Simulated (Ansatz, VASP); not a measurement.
# One calculation of BN, two programs

```xyz
4
Lattice="2.4177 0.0000 0.0000 -1.2089 2.0938 0.0000 0.0000 0.0000 4.2630" Properties=species:S:1:pos:R:3 pbc="T T T"
B     0.0000    1.3959    1.0657
B     1.2089    0.6979    3.1972
N     0.0000    1.3959    3.1972
N     1.2089    0.6979    1.0657
```

Alike in both runs: functional PBEsol; k mesh 12 × 12 × 6; occupations gaussian, width 0.02 eV; no spin polarisation.

Ansatz relaxed the structure, and its values are those at the end. VASP's run is a single point on that final structure, the one shown.

|  | VASP | Ansatz |
| --- | --- | --- |
| version | VASP 6.6.1 | Ansatz 0.2.0 |
| potentials or method | VASP PAW PBE potentials, release 64 (B, N) | scalar-relativistic, plane waves, PAW |
| plane-wave cutoff (eV) | 520 | 420 |
| valence electrons in the cell | 16 | 16 |

VASP gave:

```
gap on the k mesh at the Fermi level (eV) : 3.32
least direct gap on the mesh (eV)         : 4.85
```

Task: What did Ansatz give for the same quantities?

Result: gap on the k mesh at the Fermi level (eV): 3.33; least direct gap on the mesh (eV): 4.86.

 A hybrid or GW would open this gap; PBEsol tends to underestimate it. A k mesh can miss the band edges.
